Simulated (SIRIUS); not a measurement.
# SnO: equation of state with PBEsol

The system is SnO.

```
CELL_PARAMETERS angstrom
3.81370 0.00000 0.00000
0.00000 3.81370 0.00000
0.00000 0.00000 4.88691
ATOMIC_POSITIONS crystal
Sn 0.50000 0.00000 0.76463
Sn 0.00000 0.50000 0.23537
O 0.00000 0.00000 0.00000
O 0.50000 0.50000 0.00000
```

The cell is a database's computed one.

| Item | Value |
| --- | --- |
| Program | SIRIUS 7.12.0 |
| Task | equation of state |
| Functional | PBEsol |
| Potentials or basis | PseudoDojo 0.4.1 PBEsol standard (scalar relativistic) |
| Cutoff | 1152 eV |
| Density cutoff | 4606 eV |
| k mesh | 7 × 7 × 6 |
| Occupations | fermi-dirac, width 0.05 eV |
| Spin | no spin polarisation |
| Libxc names | ["XC_GGA_X_PBE_SOL", "XC_GGA_C_PBE_SOL"] |
| Radial cutoff for the potentials' integrals | 6.5 bohr |

| Quantity | Value |
| --- | --- |
| Equilibrium volume | 17.77 Å³/atom |
| Bulk modulus at fixed shape and positions | 95 GPa |
| Pressure derivative of the bulk modulus | 4.4 |

Energy against volume, from the lowest point:
```
volume (Å³/atom)  energy (meV/atom)
          16.703              21.30
          17.058               9.17
          17.414               2.24
          17.769               0.00
          18.125               1.96
          18.480               7.71
          18.835              16.84
```

All runs of the series together: 6.6 min on 4 threads of Intel(R) Xeon(R) Platinum 8488C (Sapphire Rapids) (shared host).

Caveat: the cell was scaled at fixed shape and fractional positions, which overstates the stiffness of a crystal with free parameters, most of all of layers and chains.
